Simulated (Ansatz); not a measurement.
SiO₂: phonons across the zone

Theory: Ansatz 0.2.0, DFT PBE+D3(BJ), scalar-relativistic, plane waves, PAW. Settings: 420 eV plane-wave cutoff, Γ-centred 12×12×6 mesh, fixed occupations. No spin polarisation. Phonons by linear response, acoustic sum rule imposed.

Relaxed structure:
```
CELL_PARAMETERS angstrom
2.68651 0.00000 0.00000
-1.34325 2.32658 0.00000
0.00000 0.00000 4.60061
ATOMIC_POSITIONS crystal
Si 0.00000 0.00000 0.50000
O 0.33333 0.66667 0.69902
O 0.66667 0.33333 0.30098
```

The cell was found from a structure generator's guess, not taken from experiment. The q mesh is coarse, so values between its points are rough.

Force constants from linear response on a 3×3×2 q mesh.

Question: Is the structure dynamically stable on the q mesh?

Answer: Yes, on this mesh: no mode is imaginary.

Question: Give the frequencies (cm⁻¹) at the zone-boundary points of high symmetry (interpolated where a point lies off the q mesh).

Answer:
```json
{"point": "M", "q": "0.500 0.000 0.000", "frequencies": "285 393 438 480 519 651 726 744 836"}
{"point": "K", "q": "0.333 0.333 0.000", "frequencies": "285 464 464 540 649 649 696 724 724"}
{"point": "A", "q": "0.000 0.000 0.500", "frequencies": "31 31 82 537 537 557 557 686 943"}
{"point": "L", "q": "0.500 0.000 0.500", "frequencies": "301 398 443 472 525 648 724 749 819"}
{"point": "H", "q": "0.333 0.333 0.500", "frequencies": "297 455 455 544 641 641 694 729 729"}
```
